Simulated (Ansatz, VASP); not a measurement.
**HfB2 in VASP and in Ansatz**

```
CELL_PARAMETERS angstrom
3.14000 0.00000 0.00000
-1.57000 2.71932 0.00000
0.00000 0.00000 3.48000
ATOMIC_POSITIONS crystal
Hf 0.00000 0.00000 0.00000
B 0.33333 0.66667 0.50000
B 0.66667 0.33333 0.50000
```

Alike in both runs: task electric field gradients; functional PBE; k mesh 17 × 17 × 13; occupations fermi-dirac, width 0.05 eV; non-collinear spin, spin-orbit coupling.

|  | VASP | Ansatz |
| --- | --- | --- |
| version | VASP 6.6.1 | Ansatz 0.2.0 |
| potentials or method | VASP PAW PBE potentials, release 64 (Hf_pv, B) | plane-wave PAW |
| plane-wave cutoff (eV) | 520 | 420 |
| valence electrons in the cell | 16 | 32 |

|  | VASP | Ansatz | Ansatz less VASP |
| --- | --- | --- | --- |
| pressure (GPa) | 1.0 | 1.0 | -0.04 |
| largest component of the traceless stress (GPa) | 0.09 | 0.32 | +0.233 |
| net moment per atom (μB) | 0.00 | 0.00 | 0.000 |
| Vzz of the field gradient on the site that differs most (V/Å²) | 77.1 | 111.6 | +34.59 |

The two sets of potentials don't hold the same shells in valence.
